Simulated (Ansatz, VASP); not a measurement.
# H8Os3 in VASP and in Ansatz

```
H Os
1.0
     4.47930    0.00000    0.00000
     0.00000    4.47930    0.00000
     0.00000    0.00000    4.47930
H Os
8 3
Direct
  0.21172 0.00000 0.00000
  0.78828 0.00000 0.00000
  0.00000 0.21172 0.00000
  0.00000 0.78828 0.00000
  0.00000 0.00000 0.21172
  0.00000 0.00000 0.78828
  0.00000 0.00000 0.00000
  0.50000 0.50000 0.50000
  0.50000 0.00000 0.00000
  0.00000 0.50000 0.00000
  0.00000 0.00000 0.50000
```

Alike in both runs: task relaxation of cell and atoms; functional PBE; k mesh 4 × 4 × 4; occupations gaussian, width 0.1 eV; no spin polarisation.

```csv
,VASP,Ansatz
version,VASP 6.6.1,Ansatz 0.2.0
potentials or method,"VASP PAW PBE potentials, release 64 (H, Os)","scalar-relativistic, plane waves, PAW"
plane-wave cutoff (eV),600,420
valence electrons in the cell,32,56
```

|  | VASP | Ansatz | Ansatz less VASP |
| --- | --- | --- | --- |
| gap on the k mesh at the Fermi level, each at its own relaxed structure (eV) | none | none | - |
| relaxed volume (Å³/atom) | 13.03 | 13.04 | +0.017 |
| relaxed cell length with the largest relative difference (Å) | 5.233 | 5.235 | +0.0023 |
| energy change over the relaxation (meV/atom) | -742 | -687 | +55.5 |

A gap of «none» marks a metal or a gap that the smearing closes. The two sets of potentials don't hold the same shells in valence.

Caveats: the volume moved by over 15 % at a fixed basis, so the end points are rough (VASP). The runs have no spin-orbit coupling, so splittings on Os are missing.
